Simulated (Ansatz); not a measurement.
# InAs (F-43m) in Ansatz: notebook

The runs below take InAs through relaxation of cell and atoms, single point, with PBE+D4, PBE, BLYP+D3(BJ).

Everything below comes from runs of Ansatz 0.2.0. Logs are shortened: lines on timing, memory, paths and dates and some standing lists are left out, and cuts for length are marked.

**Experimental background.**

From a printed reference work, data compilation, for a bulk crystal of InAs at 4.2 K: band gap 0.418 eV (direct).

The results are compared with them further down.

### 1 Starting point

The structure is cubic, space group F-43m (No. 216). The conventional cell has a = 6.036 Å, b = 6.036 Å, c = 6.036 Å, α = 90.00°, β = 90.00°, γ = 90.00°. In (site symmetry -43m) has 4 As at 2.61 Å as nearest neighbours. As (site symmetry -43m) has 4 In at 2.61 Å as nearest neighbours.

### 2 Relaxation of cell and atoms, PBE+D4

File input.yaml:

```yaml
crystal:
  lattice:
    - [0.0, 3.018, 3.018]
    - [3.018, 0.0, 3.018]
    - [3.018, 3.018, 0.0]
  atoms:
    - { symbol: In, position: [0.0, 0.0, 0.0] }
    - { symbol: As, position: [0.75, 0.75, 0.75] }
hamiltonian:
  xc: pbe
  pseudopotentials: { kind: paw }
  dispersion: d4
kpoints:
  mp_grid: { grid: [8, 8, 8] }
scf:
  occupations: { method: fermi_dirac, width: 0.05 }
output:
  forces: true
  stress: true
relax:
  f_tol: 0.01
  max_steps: 40
  cell: { stress_tol: 0.05 }
```

Potentials or basis: Ansatz PAW.

Launch:

```console
$ ansatz run input.yaml --threads 2 --pin off --max-ram 5632MiB --backend cpu --events-out ev --progress --plain --runs-dir out
```

What it wrote:

```text
Warning: RAYON_NUM_THREADS=2 ignored (pool sized by the plan → 2); use --threads N
Engine: ansatz 0.2.0, x86_64-unknown-linux-gnu
Pseudopotentials: kind: paw
Pseudopotential: In, paw, valence charge 13, recommended cutoff 420 eV (normal), In.paw.azcp
Pseudopotential: As, paw, valence charge 15, recommended cutoff 420 eV (normal), As.paw.azcp
Functional definition: PBE
  parameter kappa = 0.804
  parameter beta = 0.06672455060314922
  exchange = pbe_x(kappa = kappa, mu = beta*pi^2/3)
  correlation = pbe_c(beta = beta)
Crystal: 2 atoms, lattice volume = 54.978 Å³
Basis set: ecut = 420 eV, 1067 PW (Γ), exchange–correlation on 60×60×60 points (8 copies of the dense FFT grid, shifted against one another)
Bands: 18, of which v1, the nominal top of the filled ones, is band 14 counted from 1 (13 counted from 0)
Symmetry: 24 space group operations
Space group: F-43m (ITA 216), of the structure as read, at distance tolerance 3.8e-5 Å
k-points: 29 of 512 (time reversal used)
Non-local potential: In, projectors of the file, l = 0: 2, l = 1: 2, l = 2: 2, l = 3: 2
Non-local potential: As, projectors of the file, l = 0: 2, l = 1: 2, l = 2: 3, l = 3: 1
PAW form: soft (Blöchl's): semilocal exchange-correlation on the pseudo side does not see the compensation charge
PAW one-centre angular grid: In, 590 points (default); XC on 64 Gauss nodes
PAW one-centre angular grid: As, 590 points (default); XC on 64 Gauss nodes
Initial density: superposition of atomic densities (neutral atoms: chi_scale 0, normalization atom), corrected by the library's trained network
Initial wavefunctions: pseudopotential atomic-orbital guess
Functional: x = pbe(κ = 0.804, μ = 0.2195149727645171), c = pbe(β = 0.06672455060314922)
SCF iter   1: F=—  HF=-10455.113818 eV  |F-HF|=—  |Δ(HF+E_count)|=         —  Δρ=2.35e-3  dr2=6.56e-3  ethr=1.77e-3  ⟨swp⟩=6.0  Hψ=2563  notcnv=0
preconditioner: auto → none  [insulator: Δε(μ)=0.941 eV  Ē_g=14.778 eV  σ=0.050 eV  W_gap=0.72  n_scr=14 (ndim 8)  ℏωp=21.2 eV  f_vac=0.106  D(μ)=0.06/eV (n_scr^D=0)  ε∞_Penn≈3.1]
SCF iter   2: F=—  HF=-10455.110958 eV  |F-HF|=—  |Δ(HF+E_count)|=   2.86e-3  Δρ=1.01e-3  dr2=5.78e-4  ethr=2.34e-5  ⟨swp⟩=2.0  Hψ=1129  notcnv=0
SCF iter   3: F=—  HF=-10455.110829 eV  |F-HF|=—  |Δ(HF+E_count)|=   1.29e-4  Δρ=2.92e-4  dr2=5.43e-5  ethr=2.06e-6  ⟨swp⟩=2.0  Hψ=784  notcnv=0
SCF iter   4: F=—  HF=-10455.110865 eV  |F-HF|=—  |Δ(HF+E_count)|=   3.57e-5  Δρ=1.00e-4  dr2=5.60e-6  ethr=1.94e-7  ⟨swp⟩=2.0  Hψ=638  notcnv=0
SCF iter   5: F=—  HF=-10455.110873 eV  |F-HF|=—  |Δ(HF+E_count)|=   7.80e-6  Δρ=3.18e-5  dr2=5.95e-7  ethr=2.00e-8  ⟨swp⟩=2.0  Hψ=929  notcnv=0
SCF iter   6: F=-10455.110873 eV  HF=-10455.110873 eV  |F-HF|=5.47e-9  |Δ(HF+E_count)|=   1.04e-7  Δρ=5.34e-6  dr2=1.15e-8  ethr=3.57e-10  ⟨swp⟩=5.0  Hψ=1910  notcnv=0
SCF 1 converged in 6 iterations: F = -10455.110873 eV  dr2 = 1.15e-8
relax step   1: F+E_penalty+E_count = -10455.11087263 eV  Δ(F+E_penalty+E_count) = +0.000e0 eV  max|allowed force component| = 1.214e-16 eV/Å  Δτ_max = 0.0000 Å  P = +2.128 GPa  Ω = 54.978 Å³  (6 SCF iters, dr2 threshold 1.00e-7 eV, accepted)
Crystal: 2 atoms, lattice volume = 57.662 Å³
Basis set: ecut = 420 eV, 1139 PW (Γ), exchange–correlation on 60×60×60 points (8 copies of the dense FFT grid, shifted against one another)
Initial density: handed on by an earlier stage of this run
Initial wavefunctions: those handed on with the density
iter 1 solved again at ethr=7.10e-6 eV; its pass at ethr=3.10e-3 eV (dr2=1.99e-3 eV) is discarded
SCF iter   1: F=—  HF=-10455.121921 eV  |F-HF|=—  |Δ(HF+E_count)|=         —  Δρ=1.52e-3  dr2=1.94e-3  ethr=7.10e-6  ⟨swp⟩=2.0  Hψ=3245  notcnv=0
preconditioner: auto → none  [insulator: Δε(μ)=0.860 eV  Ē_g=14.554 eV  σ=0.050 eV  W_gap=0.73  n_scr=14 (ndim 8)  ℏωp=20.7 eV  f_vac=0.116  D(μ)=0.06/eV (n_scr^D=0)  ε∞_Penn≈3.0]
SCF iter   2: F=—  HF=-10455.121807 eV  |F-HF|=—  |Δ(HF+E_count)|=   1.14e-4  Δρ=6.83e-4  dr2=2.51e-4  ethr=6.94e-6  ⟨swp⟩=2.0  Hψ=632  notcnv=0
SCF iter   3: F=—  HF=-10455.121888 eV  |F-HF|=—  |Δ(HF+E_count)|=   8.14e-5  Δρ=2.38e-4  dr2=4.41e-5  ethr=8.96e-7  ⟨swp⟩=2.0  Hψ=921  notcnv=0
SCF iter   4: F=—  HF=-10455.121898 eV  |F-HF|=—  |Δ(HF+E_count)|=   9.78e-6  Δρ=5.96e-5  dr2=1.52e-6  ethr=1.57e-7  ⟨swp⟩=2.0  Hψ=929  notcnv=0
SCF iter   5: F=-10455.121900 eV  HF=-10455.121900 eV  |F-HF|=1.17e-7  |Δ(HF+E_count)|=   1.99e-6  Δρ=1.30e-5  dr2=6.79e-8  ethr=7.14e-10  ⟨swp⟩=5.0  Hψ=1872  notcnv=0
SCF 2 converged in 5 iterations: F = -10455.121900 eV  dr2 = 6.79e-8
relax step   2: F+E_penalty+E_count = -10455.12190030 eV  Δ(F+E_penalty+E_count) = -1.103e-2 eV  max|allowed force component| = 2.602e-17 eV/Å  Δτ_max = 0.0000 Å  P = -0.619 GPa  Ω = 57.662 Å³  energy of the carried Pulay correction = -5.749e-4 eV  (5 SCF iters, dr2 threshold 2.00e-7 eV, accepted)
Crystal: 2 atoms, lattice volume = 57.035 Å³
iter 1 solved again at ethr=4.41e-7 eV; its pass at ethr=3.10e-3 eV (dr2=1.23e-4 eV) is discarded
SCF iter   1: F=—  HF=-10455.123346 eV  |F-HF|=—  |Δ(HF+E_count)|=         —  Δρ=3.46e-4  dr2=9.61e-5  ethr=4.41e-7  ⟨swp⟩=2.6  Hψ=3047  notcnv=0
preconditioner: auto → none  [insulator: Δε(μ)=0.895 eV  Ē_g=14.599 eV  σ=0.050 eV  W_gap=0.73  n_scr=14 (ndim 8)  ℏωp=20.9 eV  f_vac=0.104  D(μ)=0.06/eV (n_scr^D=0)  ε∞_Penn≈3.0]
SCF iter   2: F=—  HF=-10455.123336 eV  |F-HF|=—  |Δ(HF+E_count)|=   1.05e-5  Δρ=1.53e-4  dr2=1.22e-5  ethr=3.43e-7  ⟨swp⟩=2.0  Hψ=632  notcnv=0
SCF iter   3: F=—  HF=-10455.123338 eV  |F-HF|=—  |Δ(HF+E_count)|=   2.55e-6  Δρ=5.22e-5  dr2=2.06e-6  ethr=4.34e-8  ⟨swp⟩=2.0  Hψ=922  notcnv=0
SCF iter   4: F=-10455.123339 eV  HF=-10455.123339 eV  |F-HF|=6.96e-8  |Δ(HF+E_count)|=   2.22e-7  Δρ=1.36e-5  dr2=7.19e-8  ethr=7.14e-10  ⟨swp⟩=3.0  Hψ=2063  notcnv=0
SCF 3 converged in 4 iterations: F = -10455.123339 eV  dr2 = 7.19e-8
relax step   3: F+E_penalty+E_count = -10455.12333876 eV  Δ(F+E_penalty+E_count) = -1.438e-3 eV  max|allowed force component| = 3.296e-17 eV/Å  Δτ_max = 0.0000 Å  P = -0.041 GPa  Ω = 57.035 Å³  energy of the carried Pulay correction = -4.430e-4 eV  (4 SCF iters, dr2 threshold 2.00e-7 eV, accepted)
Initial wavefunctions: pseudopotential atomic-orbital guess (no wavefunctions were taken with the density)
iter 1 solved again at ethr=3.48e-7 eV; its pass at ethr=3.10e-3 eV (dr2=9.74e-5 eV) is discarded
SCF iter   1: F=—  HF=-10455.123777 eV  |F-HF|=—  |Δ(HF+E_count)|=         —  Δρ=5.64e-5  dr2=3.45e-7  ethr=3.48e-7  ⟨swp⟩=2.5  Hψ=3768  notcnv=0
preconditioner: auto → none  [insulator: Δε(μ)=0.893 eV  Ē_g=14.599 eV  σ=0.050 eV  W_gap=0.73  n_scr=14 (ndim 8)  ℏωp=20.9 eV  f_vac=0.106  D(μ)=0.06/eV (n_scr^D=0)  ε∞_Penn≈3.0]
SCF iter   2: F=—  HF=-10455.123780 eV  |F-HF|=—  |Δ(HF+E_count)|=   3.50e-6  Δρ=2.59e-5  dr2=8.24e-8  ethr=1.23e-9  ⟨swp⟩=2.0  Hψ=910  notcnv=0
SCF iter   3: F=—  HF=-10455.123781 eV  |F-HF|=—  |Δ(HF+E_count)|=   1.06e-6  Δρ=7.47e-6  dr2=5.94e-9  ethr=2.94e-10  ⟨swp⟩=2.0  Hψ=639  notcnv=0
SCF iter   4: F=—  HF=-10455.123782 eV  |F-HF|=—  |Δ(HF+E_count)|=   8.77e-8  Δρ=8.03e-7  dr2=1.65e-10  ethr=2.12e-11  ⟨swp⟩=2.0  Hψ=929  notcnv=0
SCF iter   5: F=—  HF=-10455.123782 eV  |F-HF|=—  |Δ(HF+E_count)|=  4.15e-10  Δρ=2.07e-7  dr2=2.45e-11  ethr=1.00e-12  ⟨swp⟩=6.1  Hψ=2356  notcnv=0
SCF iter   6: F=-10455.123782 eV  HF=-10455.123782 eV  |F-HF|=1.82e-12  |Δ(HF+E_count)|=  7.28e-12  Δρ=5.82e-8  dr2=2.40e-12  ethr=1.00e-12  ⟨swp⟩=5.9  Hψ=2157  notcnv=0
SCF 4 converged in 6 iterations: F = -10455.123782 eV  dr2 = 2.40e-12
relax step   4: F+E_penalty+E_count = -10455.12378151 eV  Δ(F+E_penalty+E_count) = -4.427e-4 eV  max|allowed force component| = 3.412e-17 eV/Å  Δτ_max = 0.0000 Å  P = -0.043 GPa  Ω = 57.035 Å³  stress off target by 4.31e-2 GPa  SCF on the basis re-selected at this cell (its energy is not comparable with the rows above)  (6 SCF iters)
basis re-selected at this cell: Δ(F+E_penalty+E_count) = -4.427e-4 eV, ΔP = -0.002 GPa vs the last step (what re-selecting the basis moved, of the pressure what is left beyond the Pulay correction that the steps carried, after the strain that the cell walked since its last selection, with what the two solves' SCF thresholds leave and, on support functions, any second-order correction that the steps lacked; it is no measure of the basis error at this ecutwfc). This SCF's stress stands 4.31e-2 GPa from its target on what of the cell is left free (relax.cell.stress_tol is 5.00e-2 GPa) and its largest allowed force component is 3.41e-17 eV/Å (relax.f_tol is 1.00e-2 eV/Å): within both
SCF converged after 6 iterations
Free energy (F): -10455.123782 eV
Harris-Foulkes:  -10455.123782 eV  (|F-HF|=1.82e-12)
Internal energy: -10455.123216 eV  (E = F + TS)
E sigma→0 (E₀):  -10455.123499 eV
Entropy (-TS):   -0.000566 eV (-0.283 meV/atom)
Fermi energy:    7.486865 eV
--- Per-component energies (eV) ---
  E_band       = -321.537377
  E_kinetic    = 346.320315
  E_local      = -3316.840879  (includes V_loc(G=0)·N_el)
  E_nonlocal   = -303.321480
  E_hartree    = 1601.450171
  E_xc         = -294.323296
  E_vxc        = -178.331598  (∫ρ·V_xc dr)
  E_paw        = -5990.697415  (= ΣΔE_a)
  E_vpaw       = -72.264066  (= ΣTr[D̂ρ^β])
  E_aug_tail   = 0.000034  (compensation charges beyond the density's cutoff)
  E_ewald      = -2497.040064
  E_disp       = -0.670601  (pairwise vdW)
  E_smearing   = -0.000566  (= −TS)
  E_closure    = 0.000000  (closes the sum)
  Σ components = -10455.123782   (vs F -10455.123782, Δ=0.00e0)
--- Forces (eV/Å), atoms counted from 1 ---
  atom   1  In    -0.00000000    -0.00000000     0.00000000
  atom   2  As     0.00000000     0.00000000     0.00000000
  max |Σ_I F_I| component: 6.13e-17 eV/Å
--- Stress (GPa, compression-positive) ---
       -0.043058      -0.000000      -0.000000
       -0.000000      -0.043058       0.000000
       -0.000000       0.000000      -0.043058
  P = ⅓ Tr σ = -0.0431 GPa (-0.431 kbar)
--- Relaxed structure (3 steps of the walk, 3 accepted, 1 SCFs on fresh bases) ---
  F+E_penalty+E_count = -10455.12378151 eV   max|allowed force component| = 3.412e-17 eV/Å   (the final SCF, on the basis selected at the relaxed cell)
  cell:  # Å, volume = 57.0347 Å³
    - [-1.9362413725003242e-33, 3.055176708317851, 3.055176708317851]
    - [3.055176708317851, 9.986929184475355e-33, 3.055176708317851]
    - [3.055176708317851, 3.055176708317851, 5.910631558158883e-33]
  atoms:
    - { symbol: In, position: [5.1317715825427506e-34, 1.7814958343542196e-34, -1.029013265515049e-33] }
    - { symbol: As, position: [0.75, 0.75, 0.75] }
```

Run time: 9.9 s. Hardware: 2 threads of Intel Xeon at 2.70GHz, shared host; peak memory 0.39 GiB.

Results:

| Quantity | Value |
| --- | --- |
| Free energy | -10455.1238 eV |
| Relaxed volume | 28.52 Å³/atom |
| Relaxed cell | a = 4.321 Å, b = 4.321 Å, c = 4.321 Å, α = 60.00°, β = 60.00°, γ = 60.00° |
| Space group after relaxing (to 0.05 Å) | F-43m (No. 216) |
| Energy gained by relaxing | 6.5 meV/atom |
| Ionic steps | 4 |
| Pressure after relaxing | 0.0 GPa |

Step by step:
```csv
step,energy change (eV),largest force (eV/Å),volume (Å³)
1,0.0000,0.0000,54.98
2,-0.0110,0.0000,57.66
3,-0.0125,0.0000,57.03
4,-0.0129,0.0000,57.03
```

Final structure:
```
In As
1.0
     0.00000    3.05518    3.05518
     3.05518    0.00000    3.05518
     3.05518    3.05518    0.00000
In As
1 1
Cartesian
  0.0000 0.0000 0.0000
  4.5828 4.5828 4.5828
```

Caveat: the plane-wave basis is chosen anew once the cell has moved, so the energies of steps on either side of that aren't comparable.

### 3 Single point, PBE

File input.yaml:

```yaml
crystal:
  lattice:
    - [0.0, 3.018, 3.018]
    - [3.018, 0.0, 3.018]
    - [3.018, 3.018, 0.0]
  atoms:
    - { symbol: In, position: [0.0, 0.0, 0.0] }
    - { symbol: As, position: [0.75, 0.75, 0.75] }
hamiltonian:
  xc: pbe
  pseudopotentials: { kind: paw }
kpoints:
  mp_grid: { grid: [8, 8, 8] }
scf:
  occupations: { method: gaussian, width: 0.011 }
output:
  forces: true
  stress: true
  eigenvalues: true
  write_density: true
  write_potential: true
  elf: true
  volumetric_format: npy
```

Potentials or basis: Ansatz PAW.

Launch:

```console
$ ansatz run input.yaml --threads 2 --pin off --max-ram 5632MiB --backend cpu --events-out ev --progress --plain --runs-dir out
```

Run time: 2.7 s. Hardware: 2 threads of Intel Xeon at 2.70GHz, shared host; peak memory 0.38 GiB.

The run converged. Its results:

```
Free energy            : -10454.4130 eV
Pressure               : 4.3 GPa
Band gap on the k mesh : none (metal or under the smearing width)
```

Levels at points of the mesh, in eV from the Fermi level:
| k point | band 11 | band 12 | band 13 | band 14 | band 15 | band 16 | band 17 | band 18 |
| --- | --- | --- | --- | --- | --- | --- | --- | --- |
| (0.00, 0.00, 0.00) | -11.90 | -0.17 | 0.00 | 0.00 | 0.00 | 3.92 | 3.92 | 3.92 |
| (0.00, 0.00, -0.50) | -10.42 | -5.79 | -1.00 | -1.00 | 0.97 | 4.69 | 4.69 | 6.87 |
| (0.00, -0.50, -0.50) | -9.87 | -5.86 | -2.34 | -2.34 | 1.54 | 2.07 | 9.22 | 9.31 |

Caveat: this crystal is a semiconductor, whose small gap the functional closes, so the metal is an error of the method.

[end of part 1 of 2]
